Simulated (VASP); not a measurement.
Write the native input for VASP 6.6.1 that does the following.

```yaml
Task: single point
Functional: PBEsol
Potentials_or_basis: VASP PAW PBE potentials, release 64 (Zn, S)
Cutoff: 520 eV
k_mesh: 6 × 6 × 4
Occupations: gaussian, width 0.01 eV
Spin: no spin polarisation
Dipole_correction: no
Further_INCAR_settings: ALGO = Normal; EDIFF = 1e-06; NBANDS = 26
```

The structure of ZnS (Wurtzite-2H) lies in POSCAR:

```
ZnS
1.0
    3.8054280153      0.0000000000      0.0000000000
   -1.9027140076      3.2955973335      0.0000000000
    0.0000000000      0.0000000000      6.2440175084
Zn S
2 2
Direct
    0.3333333333      0.6666666667      0.0053397643
    0.6666666667      0.3333333333      0.5053397643
    0.3333333333      0.6666666667      0.3796602357
    0.6666666667      0.3333333333      0.8796602357
```

One way to write it, as run:

INCAR

```
SYSTEM = ZnS
ALGO = Normal ; EDIFF = 1E-6
ENCUT = 520 ; GGA = PS
ISIF = 2 ; ISMEAR = 0
LASPH = .TRUE. ; LCHARG = .TRUE.
LELF = .TRUE. ; LREAL = .FALSE.
LVHAR = .TRUE. ; LWAVE = .FALSE.
NBANDS = 26 ; NELM = 100
PREC = Accurate ; SIGMA = 0.01
```

KPOINTS

```
k-points
0
G
  6 6 4
  0 0 0
```

Potentials or basis: VASP PAW PBE potentials, release 64 (Zn, S).

Run with:

```bash
$ cat potpaw_PBE.64/Zn/POTCAR potpaw_PBE.64/S/POTCAR > POTCAR
$ mpirun -np 1 vasp_std > vasp.out
```

It gave:

* Pressure: -1.2 GPa
* Band gap on the k mesh: 2.08 eV, direct

Caveat: the PAW data sets were made with another functional, which shifts forces and pressure a little.

Run time: 17 s on 1 thread of Intel(R) Xeon(R) 6975P-C (Granite Rapids), with other jobs on the host, peak memory 0.2 GiB.
